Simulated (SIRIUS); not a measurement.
# Ta (Im-3m) in SIRIUS: a series of runs, part 2 of 3

SIRIUS 7.12.0. Earlier steps stand in the parts before.

## Step 4: Equation of state, BLYP, 17.65 Å³/atom (volume scaled by 0.98)

sirius.json reads:

```json
{
  "control": {
    "processing_unit": "cpu",
    "std_evp_solver_name": "lapack",
    "gen_evp_solver_name": "lapack",
    "verbosity": 2,
    "print_forces": false,
    "ortho_rf": true,
    "use_second_variation": true,
    "rmt_max": 3.0,
    "num_bands_to_print": 22,
    "save_wf": true
  },
  "parameters": {
    "electronic_structure_method": "full_potential_lapwlo",
    "xc_functionals": ["XC_GGA_X_B88", "XC_GGA_C_LYP"],
    "core_relativity": "dirac",
    "valence_relativity": "iora",
    "num_fv_states": 22,
    "smearing": "fermi_dirac",
    "smearing_width": 0.0018374661,
    "pw_cutoff": 20,
    "gk_cutoff": 3.54,
    "lmax_apw": 11,
    "lmax_rho": 8,
    "lmax_pot": 8,
    "num_mag_dims": 0,
    "auto_rmt": 0,
    "ngridk": [11, 11, 11],
    "shiftk": [0, 0, 0],
    "num_dft_iter": 80,
    "energy_tol": 1e-07,
    "density_tol": 1e-05,
    "use_symmetry": true
  },
  "settings": {"tol_ne": 1e-10},
  "iterative_solver": {"type": "exact"},
  "mixer": {"type": "anderson", "beta": 0.5, "max_history": 8},
  "unit_cell": {
    "lattice_vectors": [
      [-3.0995235929, 3.0995235929, 3.0995235929],
      [3.0995235929, -3.0995235929, 3.0995235929],
      [3.0995235929, 3.0995235929, -3.0995235929]
    ],
    "atom_types": ["Ta"],
    "atom_files": {"Ta": "Ta.json"},
    "atoms": {"Ta": [[0.0, 0.0, 0.0]]}
  }
}
```

Ta.json reads:

```json
{
  "name": "tantalum",
  "symbol": "Ta",
  "number": 73,
  "mass": 180.94788,
  "rmin": 1e-06,
  "rmt": 2.6,
  "nrmt": 800,
  "rinf": 15.8,
  "core": "1s2s2p3s3p3d4s4p4d",
  "valence": [
    {"basis": [{"enu": 0.21, "dme": 0, "n": 0, "auto": 0}, {"enu": 0.21, "dme": 1, "n": 0, "auto": 0}]},
    {"l": 0, "n": 1, "basis": [{"enu": 0.31, "dme": 0, "n": 0, "auto": 0}]},
    {"l": 1, "n": 2, "basis": [{"enu": 0.31, "dme": 0, "n": 0, "auto": 0}]},
    {"l": 2, "n": 3, "basis": [{"enu": 0.31, "dme": 0, "n": 0, "auto": 0}]},
    {"l": 3, "n": 4, "basis": [{"enu": 0.31, "dme": 0, "n": 0, "auto": 0}]},
    {"l": 4, "n": 5, "basis": [{"enu": 0.31, "dme": 0, "n": 0, "auto": 0}]}
  ],
  "lo": [
    {"l": 0, "basis": [{"enu": 0.31, "dme": 0, "n": 0, "auto": 0}, {"enu": 0.31, "dme": 1, "n": 0, "auto": 0}]},
    {
      "l": 0,
      "basis": [{"enu": -2.2272, "dme": 0, "n": 5, "auto": 1}, {"enu": -2.2272, "dme": 1, "n": 5, "auto": 1}]
    },
    {
      "l": 0,
      "basis": [{"enu": -2.2272, "dme": 1, "n": 5, "auto": 1}, {"enu": 0.31, "dme": 0, "n": 0, "auto": 0}]
    },
    {"l": 0, "basis": [{"enu": 0.31, "dme": 0, "n": 0, "auto": 0}, {"enu": 2.6769, "dme": 0, "n": 0, "auto": 0}]},
    {"l": 1, "basis": [{"enu": 0.31, "dme": 0, "n": 0, "auto": 0}, {"enu": 0.31, "dme": 1, "n": 0, "auto": 0}]},
    {
      "l": 1,
      "basis": [{"enu": -1.0003, "dme": 0, "n": 5, "auto": 1}, {"enu": -1.0003, "dme": 1, "n": 5, "auto": 1}]
    },
    {
      "l": 1,
      "basis": [{"enu": -1.0003, "dme": 1, "n": 5, "auto": 1}, {"enu": 0.31, "dme": 0, "n": 0, "auto": 0}]
    },
    {"l": 1, "basis": [{"enu": 0.31, "dme": 0, "n": 0, "auto": 0}, {"enu": 3.0319, "dme": 0, "n": 0, "auto": 0}]},
    {"l": 2, "basis": [{"enu": 0.31, "dme": 0, "n": 0, "auto": 0}, {"enu": 0.31, "dme": 1, "n": 0, "auto": 0}]},
    {"l": 2, "basis": [{"enu": 0.31, "dme": 1, "n": 0, "auto": 0}, {"enu": 0.31, "dme": 2, "n": 0, "auto": 0}]},
    {"l": 2, "basis": [{"enu": 0.31, "dme": 0, "n": 0, "auto": 0}, {"enu": 2.6177, "dme": 0, "n": 0, "auto": 0}]},
    {"l": 3, "basis": [{"enu": 0.31, "dme": 0, "n": 0, "auto": 0}, {"enu": 0.31, "dme": 1, "n": 0, "auto": 0}]},
    {
      "l": 3,
      "basis": [{"enu": -0.4747, "dme": 0, "n": 4, "auto": 1}, {"enu": -0.4747, "dme": 1, "n": 4, "auto": 1}]
    },
    {
      "l": 3,
      "basis": [{"enu": -0.4747, "dme": 1, "n": 4, "auto": 1}, {"enu": 0.31, "dme": 0, "n": 0, "auto": 0}]
    },
    {"l": 3, "basis": [{"enu": 0.31, "dme": 0, "n": 0, "auto": 0}, {"enu": 3.742, "dme": 0, "n": 0, "auto": 0}]},
    {"l": 4, "basis": [{"enu": 0.31, "dme": 0, "n": 0, "auto": 0}, {"enu": 0.31, "dme": 1, "n": 0, "auto": 0}]},
    {"l": 4, "basis": [{"enu": 0.31, "dme": 0, "n": 0, "auto": 0}, {"enu": 3.1502, "dme": 0, "n": 0, "auto": 0}]}
  ],
  "free_atom": [... radial grid and density of the free atom, the start of the SCF ...]
}
```

sirius_start.json reads:

```json
{
  "control": {
    "processing_unit": "cpu",
    "std_evp_solver_name": "lapack",
    "gen_evp_solver_name": "lapack",
    "verbosity": 1,
    "print_forces": false,
    "ortho_rf": true,
    "use_second_variation": true,
    "rmt_max": 3.0,
    "num_bands_to_print": 22,
    "save_wf": false
  },
  "parameters": {
    "electronic_structure_method": "full_potential_lapwlo",
    "xc_functionals": ["XC_LDA_X", "XC_LDA_C_PW"],
    "core_relativity": "dirac",
    "valence_relativity": "iora",
    "num_fv_states": 22,
    "smearing": "fermi_dirac",
    "smearing_width": 0.0055123983,
    "pw_cutoff": 20,
    "gk_cutoff": 2.83,
    "lmax_apw": 11,
    "lmax_rho": 8,
    "lmax_pot": 8,
    "num_mag_dims": 0,
    "auto_rmt": 0,
    "ngridk": [4, 4, 4],
    "shiftk": [0, 0, 0],
    "num_dft_iter": 30,
    "energy_tol": 0.01,
    "density_tol": 0.05,
    "use_symmetry": true
  },
  "settings": {"tol_ne": 1e-10},
  "iterative_solver": {"type": "exact"},
  "mixer": {"type": "anderson", "beta": 0.5, "max_history": 8},
  "unit_cell": {
    "lattice_vectors": [
      [-3.0995235929, 3.0995235929, 3.0995235929],
      [3.0995235929, -3.0995235929, 3.0995235929],
      [3.0995235929, 3.0995235929, -3.0995235929]
    ],
    "atom_types": ["Ta"],
    "atom_files": {"Ta": "Ta.json"},
    "atoms": {"Ta": [[0.0, 0.0, 0.0]]}
  }
}
```

The run is started by

```bash
OMP_NUM_THREADS=1 sirius.scf --input=sirius_start.json --output=start.json
OMP_NUM_THREADS=1 sirius.scf --input=sirius.json --output=output.json --task=1
```

Wall time 44 s (1 thread of Arm Neoverse V1, shared host); peak memory 0.34 GiB.

Results (log left out):

- Free energy: -425232.4843 eV
- Band gap on the k mesh: none (metal or under the smearing width)
- All electrons inside the program's atomic spheres: Ta 71.31 (radii Ta 2.6 bohr)

## Step 5: Equation of state, BLYP, 18.01 Å³/atom

sirius.json, as its differences from that of step 4:

```diff
@@ -40,5 +40,5 @@
     "lattice_vectors": [
-      [-3.0995235929, 3.0995235929, 3.0995235929],
-      [3.0995235929, -3.0995235929, 3.0995235929],
-      [3.0995235929, 3.0995235929, -3.0995235929]
+      [-3.1204669551, 3.1204669551, 3.1204669551],
+      [3.1204669551, -3.1204669551, 3.1204669551],
+      [3.1204669551, 3.1204669551, -3.1204669551]
     ],
```

Ta.json reads:

```json
{
  "name": "tantalum",
  "symbol": "Ta",
  "number": 73,
  "mass": 180.94788,
  "rmin": 1e-06,
  "rmt": 2.6,
  "nrmt": 800,
  "rinf": 15.8,
  "core": "1s2s2p3s3p3d4s4p4d",
  "valence": [
    {"basis": [{"enu": 0.2, "dme": 0, "n": 0, "auto": 0}, {"enu": 0.2, "dme": 1, "n": 0, "auto": 0}]},
    {"l": 0, "n": 1, "basis": [{"enu": 0.3, "dme": 0, "n": 0, "auto": 0}]},
    {"l": 1, "n": 2, "basis": [{"enu": 0.3, "dme": 0, "n": 0, "auto": 0}]},
    {"l": 2, "n": 3, "basis": [{"enu": 0.3, "dme": 0, "n": 0, "auto": 0}]},
    {"l": 3, "n": 4, "basis": [{"enu": 0.3, "dme": 0, "n": 0, "auto": 0}]},
    {"l": 4, "n": 5, "basis": [{"enu": 0.3, "dme": 0, "n": 0, "auto": 0}]}
  ],
  "lo": [
    {"l": 0, "basis": [{"enu": 0.3, "dme": 0, "n": 0, "auto": 0}, {"enu": 0.3, "dme": 1, "n": 0, "auto": 0}]},
    {
      "l": 0,
      "basis": [{"enu": -2.2372, "dme": 0, "n": 5, "auto": 1}, {"enu": -2.2372, "dme": 1, "n": 5, "auto": 1}]
    },
    {"l": 0, "basis": [{"enu": -2.2372, "dme": 1, "n": 5, "auto": 1}, {"enu": 0.3, "dme": 0, "n": 0, "auto": 0}]},
    {"l": 0, "basis": [{"enu": 0.3, "dme": 0, "n": 0, "auto": 0}, {"enu": 2.6669, "dme": 0, "n": 0, "auto": 0}]},
    {"l": 1, "basis": [{"enu": 0.3, "dme": 0, "n": 0, "auto": 0}, {"enu": 0.3, "dme": 1, "n": 0, "auto": 0}]},
    {
      "l": 1,
      "basis": [{"enu": -1.0103, "dme": 0, "n": 5, "auto": 1}, {"enu": -1.0103, "dme": 1, "n": 5, "auto": 1}]
    },
    {"l": 1, "basis": [{"enu": -1.0103, "dme": 1, "n": 5, "auto": 1}, {"enu": 0.3, "dme": 0, "n": 0, "auto": 0}]},
    {"l": 1, "basis": [{"enu": 0.3, "dme": 0, "n": 0, "auto": 0}, {"enu": 3.0219, "dme": 0, "n": 0, "auto": 0}]},
    {"l": 2, "basis": [{"enu": 0.3, "dme": 0, "n": 0, "auto": 0}, {"enu": 0.3, "dme": 1, "n": 0, "auto": 0}]},
    {"l": 2, "basis": [{"enu": 0.3, "dme": 1, "n": 0, "auto": 0}, {"enu": 0.3, "dme": 2, "n": 0, "auto": 0}]},
    {"l": 2, "basis": [{"enu": 0.3, "dme": 0, "n": 0, "auto": 0}, {"enu": 2.6077, "dme": 0, "n": 0, "auto": 0}]},
    {"l": 3, "basis": [{"enu": 0.3, "dme": 0, "n": 0, "auto": 0}, {"enu": 0.3, "dme": 1, "n": 0, "auto": 0}]},
    {
      "l": 3,
      "basis": [{"enu": -0.4847, "dme": 0, "n": 4, "auto": 1}, {"enu": -0.4847, "dme": 1, "n": 4, "auto": 1}]
    },
    {"l": 3, "basis": [{"enu": -0.4847, "dme": 1, "n": 4, "auto": 1}, {"enu": 0.3, "dme": 0, "n": 0, "auto": 0}]},
    {"l": 3, "basis": [{"enu": 0.3, "dme": 0, "n": 0, "auto": 0}, {"enu": 3.732, "dme": 0, "n": 0, "auto": 0}]},
    {"l": 4, "basis": [{"enu": 0.3, "dme": 0, "n": 0, "auto": 0}, {"enu": 0.3, "dme": 1, "n": 0, "auto": 0}]},
    {"l": 4, "basis": [{"enu": 0.3, "dme": 0, "n": 0, "auto": 0}, {"enu": 3.1402, "dme": 0, "n": 0, "auto": 0}]}
  ],
  "free_atom": [... radial grid and density of the free atom, the start of the SCF ...]
}
```

sirius_start.json, as its differences from that of step 4:

```diff
@@ -40,5 +40,5 @@
     "lattice_vectors": [
-      [-3.0995235929, 3.0995235929, 3.0995235929],
-      [3.0995235929, -3.0995235929, 3.0995235929],
-      [3.0995235929, 3.0995235929, -3.0995235929]
+      [-3.1204669551, 3.1204669551, 3.1204669551],
+      [3.1204669551, -3.1204669551, 3.1204669551],
+      [3.1204669551, 3.1204669551, -3.1204669551]
     ],
```

The run is started by

```bash
OMP_NUM_THREADS=1 sirius.scf --input=sirius_start.json --output=start.json
OMP_NUM_THREADS=1 sirius.scf --input=sirius.json --output=output.json --task=1
```

It took 44 s on 1 thread of Arm Neoverse V1, shared host; peak memory 0.34 GiB.

It converged, with:

* Free energy: -425232.5091 eV
* Band gap on the k mesh: none (metal or under the smearing width)
* All electrons inside the program's atomic spheres: Ta 71.26 (radii Ta 2.6 bohr)

## Step 6: Equation of state, BLYP, 18.37 Å³/atom (volume scaled by 1.02)

sirius.json, as its differences from that of step 5:

```diff
@@ -40,5 +40,5 @@
     "lattice_vectors": [
-      [-3.1204669551, 3.1204669551, 3.1204669551],
-      [3.1204669551, -3.1204669551, 3.1204669551],
-      [3.1204669551, 3.1204669551, -3.1204669551]
+      [-3.1411329013, 3.1411329013, 3.1411329013],
+      [3.1411329013, -3.1411329013, 3.1411329013],
+      [3.1411329013, 3.1411329013, -3.1411329013]
     ],
```

Ta.json reads:

```json
{
  "name": "tantalum",
  "symbol": "Ta",
  "number": 73,
  "mass": 180.94788,
  "rmin": 1e-06,
  "rmt": 2.6,
  "nrmt": 800,
  "rinf": 15.8,
  "core": "1s2s2p3s3p3d4s4p4d",
  "valence": [
    {"basis": [{"enu": 0.19, "dme": 0, "n": 0, "auto": 0}, {"enu": 0.19, "dme": 1, "n": 0, "auto": 0}]},
    {"l": 0, "n": 1, "basis": [{"enu": 0.29, "dme": 0, "n": 0, "auto": 0}]},
    {"l": 1, "n": 2, "basis": [{"enu": 0.29, "dme": 0, "n": 0, "auto": 0}]},
    {"l": 2, "n": 3, "basis": [{"enu": 0.29, "dme": 0, "n": 0, "auto": 0}]},
    {"l": 3, "n": 4, "basis": [{"enu": 0.29, "dme": 0, "n": 0, "auto": 0}]},
    {"l": 4, "n": 5, "basis": [{"enu": 0.29, "dme": 0, "n": 0, "auto": 0}]}
  ],
  "lo": [
    {"l": 0, "basis": [{"enu": 0.29, "dme": 0, "n": 0, "auto": 0}, {"enu": 0.29, "dme": 1, "n": 0, "auto": 0}]},
    {
      "l": 0,
      "basis": [{"enu": -2.2472, "dme": 0, "n": 5, "auto": 1}, {"enu": -2.2472, "dme": 1, "n": 5, "auto": 1}]
    },
    {
      "l": 0,
      "basis": [{"enu": -2.2472, "dme": 1, "n": 5, "auto": 1}, {"enu": 0.29, "dme": 0, "n": 0, "auto": 0}]
    },
    {"l": 0, "basis": [{"enu": 0.29, "dme": 0, "n": 0, "auto": 0}, {"enu": 2.6569, "dme": 0, "n": 0, "auto": 0}]},
    {"l": 1, "basis": [{"enu": 0.29, "dme": 0, "n": 0, "auto": 0}, {"enu": 0.29, "dme": 1, "n": 0, "auto": 0}]},
    {
      "l": 1,
      "basis": [{"enu": -1.0203, "dme": 0, "n": 5, "auto": 1}, {"enu": -1.0203, "dme": 1, "n": 5, "auto": 1}]
    },
    {
      "l": 1,
      "basis": [{"enu": -1.0203, "dme": 1, "n": 5, "auto": 1}, {"enu": 0.29, "dme": 0, "n": 0, "auto": 0}]
    },
    {"l": 1, "basis": [{"enu": 0.29, "dme": 0, "n": 0, "auto": 0}, {"enu": 3.0119, "dme": 0, "n": 0, "auto": 0}]},
    {"l": 2, "basis": [{"enu": 0.29, "dme": 0, "n": 0, "auto": 0}, {"enu": 0.29, "dme": 1, "n": 0, "auto": 0}]},
    {"l": 2, "basis": [{"enu": 0.29, "dme": 1, "n": 0, "auto": 0}, {"enu": 0.29, "dme": 2, "n": 0, "auto": 0}]},
    {"l": 2, "basis": [{"enu": 0.29, "dme": 0, "n": 0, "auto": 0}, {"enu": 2.5977, "dme": 0, "n": 0, "auto": 0}]},
    {"l": 3, "basis": [{"enu": 0.29, "dme": 0, "n": 0, "auto": 0}, {"enu": 0.29, "dme": 1, "n": 0, "auto": 0}]},
    {
      "l": 3,
      "basis": [{"enu": -0.4947, "dme": 0, "n": 4, "auto": 1}, {"enu": -0.4947, "dme": 1, "n": 4, "auto": 1}]
    },
    {
      "l": 3,
      "basis": [{"enu": -0.4947, "dme": 1, "n": 4, "auto": 1}, {"enu": 0.29, "dme": 0, "n": 0, "auto": 0}]
    },
    {"l": 3, "basis": [{"enu": 0.29, "dme": 0, "n": 0, "auto": 0}, {"enu": 3.722, "dme": 0, "n": 0, "auto": 0}]},
    {"l": 4, "basis": [{"enu": 0.29, "dme": 0, "n": 0, "auto": 0}, {"enu": 0.29, "dme": 1, "n": 0, "auto": 0}]},
    {"l": 4, "basis": [{"enu": 0.29, "dme": 0, "n": 0, "auto": 0}, {"enu": 3.1302, "dme": 0, "n": 0, "auto": 0}]}
  ],
  "free_atom": [... radial grid and density of the free atom, the start of the SCF ...]
}
```

sirius_start.json, as its differences from that of step 5:

```diff
@@ -40,5 +40,5 @@
     "lattice_vectors": [
-      [-3.1204669551, 3.1204669551, 3.1204669551],
-      [3.1204669551, -3.1204669551, 3.1204669551],
-      [3.1204669551, 3.1204669551, -3.1204669551]
+      [-3.1411329013, 3.1411329013, 3.1411329013],
+      [3.1411329013, -3.1411329013, 3.1411329013],
+      [3.1411329013, 3.1411329013, -3.1411329013]
     ],
```

Potentials or basis: all-electron FP-LAPW, apw+lo standard.

The run is started by

```bash
OMP_NUM_THREADS=1 sirius.scf --input=sirius_start.json --output=start.json
OMP_NUM_THREADS=1 sirius.scf --input=sirius.json --output=output.json --task=1
```

It took 44 s on 1 thread of Arm Neoverse V1, shared host; peak memory 0.34 GiB.

Results (log left out):

| Quantity | Value |
| --- | --- |
| Free energy | -425232.5238 eV |
| Band gap on the k mesh | none (metal or under the smearing width) |
| All electrons inside the program's atomic spheres | Ta 71.22 (radii Ta 2.6 bohr) |

## Step 7: Equation of state, BLYP, 18.73 Å³/atom (volume scaled by 1.04)

sirius.json, as its differences from that of step 6:

```diff
@@ -40,5 +40,5 @@
     "lattice_vectors": [
-      [-3.1411329013, 3.1411329013, 3.1411329013],
-      [3.1411329013, -3.1411329013, 3.1411329013],
-      [3.1411329013, 3.1411329013, -3.1411329013]
+      [-3.1615304398, 3.1615304398, 3.1615304398],
+      [3.1615304398, -3.1615304398, 3.1615304398],
+      [3.1615304398, 3.1615304398, -3.1615304398]
     ],
```

Ta.json reads:

```json
{
  "name": "tantalum",
  "symbol": "Ta",
  "number": 73,
  "mass": 180.94788,
  "rmin": 1e-06,
  "rmt": 2.6,
  "nrmt": 800,
  "rinf": 15.8,
  "core": "1s2s2p3s3p3d4s4p4d",
  "valence": [
    {"basis": [{"enu": 0.18, "dme": 0, "n": 0, "auto": 0}, {"enu": 0.18, "dme": 1, "n": 0, "auto": 0}]},
    {"l": 0, "n": 1, "basis": [{"enu": 0.28, "dme": 0, "n": 0, "auto": 0}]},
    {"l": 1, "n": 2, "basis": [{"enu": 0.28, "dme": 0, "n": 0, "auto": 0}]},
    {"l": 2, "n": 3, "basis": [{"enu": 0.28, "dme": 0, "n": 0, "auto": 0}]},
    {"l": 3, "n": 4, "basis": [{"enu": 0.28, "dme": 0, "n": 0, "auto": 0}]},
    {"l": 4, "n": 5, "basis": [{"enu": 0.28, "dme": 0, "n": 0, "auto": 0}]}
  ],
  "lo": [
    {"l": 0, "basis": [{"enu": 0.28, "dme": 0, "n": 0, "auto": 0}, {"enu": 0.28, "dme": 1, "n": 0, "auto": 0}]},
    {
      "l": 0,
      "basis": [{"enu": -2.2572, "dme": 0, "n": 5, "auto": 1}, {"enu": -2.2572, "dme": 1, "n": 5, "auto": 1}]
    },
    {
      "l": 0,
      "basis": [{"enu": -2.2572, "dme": 1, "n": 5, "auto": 1}, {"enu": 0.28, "dme": 0, "n": 0, "auto": 0}]
    },
    {"l": 0, "basis": [{"enu": 0.28, "dme": 0, "n": 0, "auto": 0}, {"enu": 2.6469, "dme": 0, "n": 0, "auto": 0}]},
    {"l": 1, "basis": [{"enu": 0.28, "dme": 0, "n": 0, "auto": 0}, {"enu": 0.28, "dme": 1, "n": 0, "auto": 0}]},
    {
      "l": 1,
      "basis": [{"enu": -1.0303, "dme": 0, "n": 5, "auto": 1}, {"enu": -1.0303, "dme": 1, "n": 5, "auto": 1}]
    },
    {
      "l": 1,
      "basis": [{"enu": -1.0303, "dme": 1, "n": 5, "auto": 1}, {"enu": 0.28, "dme": 0, "n": 0, "auto": 0}]
    },
    {"l": 1, "basis": [{"enu": 0.28, "dme": 0, "n": 0, "auto": 0}, {"enu": 3.0019, "dme": 0, "n": 0, "auto": 0}]},
    {"l": 2, "basis": [{"enu": 0.28, "dme": 0, "n": 0, "auto": 0}, {"enu": 0.28, "dme": 1, "n": 0, "auto": 0}]},
    {"l": 2, "basis": [{"enu": 0.28, "dme": 1, "n": 0, "auto": 0}, {"enu": 0.28, "dme": 2, "n": 0, "auto": 0}]},
    {"l": 2, "basis": [{"enu": 0.28, "dme": 0, "n": 0, "auto": 0}, {"enu": 2.5877, "dme": 0, "n": 0, "auto": 0}]},
    {"l": 3, "basis": [{"enu": 0.28, "dme": 0, "n": 0, "auto": 0}, {"enu": 0.28, "dme": 1, "n": 0, "auto": 0}]},
    {
      "l": 3,
      "basis": [{"enu": -0.5047, "dme": 0, "n": 4, "auto": 1}, {"enu": -0.5047, "dme": 1, "n": 4, "auto": 1}]
    },
    {
      "l": 3,
      "basis": [{"enu": -0.5047, "dme": 1, "n": 4, "auto": 1}, {"enu": 0.28, "dme": 0, "n": 0, "auto": 0}]
    },
    {"l": 3, "basis": [{"enu": 0.28, "dme": 0, "n": 0, "auto": 0}, {"enu": 3.712, "dme": 0, "n": 0, "auto": 0}]},
    {"l": 4, "basis": [{"enu": 0.28, "dme": 0, "n": 0, "auto": 0}, {"enu": 0.28, "dme": 1, "n": 0, "auto": 0}]},
    {"l": 4, "basis": [{"enu": 0.28, "dme": 0, "n": 0, "auto": 0}, {"enu": 3.1202, "dme": 0, "n": 0, "auto": 0}]}
  ],
  "free_atom": [... radial grid and density of the free atom, the start of the SCF ...]
}
```

sirius_start.json, as its differences from that of step 6:

```diff
@@ -40,5 +40,5 @@
     "lattice_vectors": [
-      [-3.1411329013, 3.1411329013, 3.1411329013],
-      [3.1411329013, -3.1411329013, 3.1411329013],
-      [3.1411329013, 3.1411329013, -3.1411329013]
+      [-3.1615304398, 3.1615304398, 3.1615304398],
+      [3.1615304398, -3.1615304398, 3.1615304398],
+      [3.1615304398, 3.1615304398, -3.1615304398]
     ],
```

The run is started by

```bash
OMP_NUM_THREADS=1 sirius.scf --input=sirius_start.json --output=start.json
OMP_NUM_THREADS=1 sirius.scf --input=sirius.json --output=output.json --task=1
```

Wall time 45 s (1 thread of Arm Neoverse V1, shared host); peak memory 0.35 GiB.

Results (log left out):

```
Free energy                                       : -425232.5296 eV
Band gap on the k mesh                            : none (metal or under the smearing width)
All electrons inside the program's atomic spheres : Ta 71.18 (radii Ta 2.6 bohr)
```

(Part 2 of 3 ends here.)
